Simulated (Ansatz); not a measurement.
# Ti2C: the cost of one run

Program: Ansatz 0.2.0. Level of theory: DFT PBEsol, scalar-relativistic, plane waves, PAW. These are calculated values, not measurements.

## 1. Starting point

The structure is trigonal, space group R-3m (No. 166). Conventional cell: a = 3.081 Å, b = 3.081 Å, c = 14.441 Å, α = 90.00°, β = 90.00°, γ = 120.00°. Ti (site symmetry 3m) is surrounded by 3 C at 2.11 Å. Around C (site symmetry -3m) lie 6 Ti at 2.11 Å.

Structure file:

```
Ti C
1.0
     1.54070    0.88952    4.81377
    -1.54070    0.88952    4.81377
     0.00000   -1.77905    4.81377
Ti C
2 1
Direct
  0.24550 0.24550 0.24550
  0.75450 0.75450 0.75450
  0.50000 0.50000 0.50000
```

The structure comes from the Materials Project (structure only).

## 2. A change within the space group

Against the listed cell: strain xx, yy, zz, yz, xz, xy = +5.7, +5.7, -3.3, +0.0, +0.0, +0.0 %; atoms moved by 0.15 Å root mean square, at most 0.18 Å.

input.yaml reads:

```yaml
crystal:
  lattice:
    - [1.6283176866, 0.9401096546, 4.6542896574]
    - [-1.6283176866, 0.9401096546, 4.6542896574]
    - [0.0, -1.8802193092, 4.6542896574]
  atoms:
    - { symbol: Ti, position: [0.2327765647, 0.2327765647, 0.2327765647] }
    - { symbol: Ti, position: [0.7672234353, 0.7672234353, 0.7672234353] }
    - { symbol: C, position: [0.5, 0.5, 0.5] }
basis:
  ecutwfc: 420
kpoints:
  mp_grid: { grid: [15, 15, 15] }
hamiltonian:
  xc: pbesol
scf:
  occupations: { method: gaussian, width: 0.1 }
output:
  forces: true
  stress: true
  eigenvalues: true
  populations: true
```

Command:

```bash
ansatz run input.yaml --threads 1 --pin off --max-ram 1331MiB --backend cpu --events-out ev --progress --plain --runs-dir out
```

What time and memory should one allow on 1 thread of an Arm CPU, shared host?

About 18 s, with a peak of 0.47 GiB.
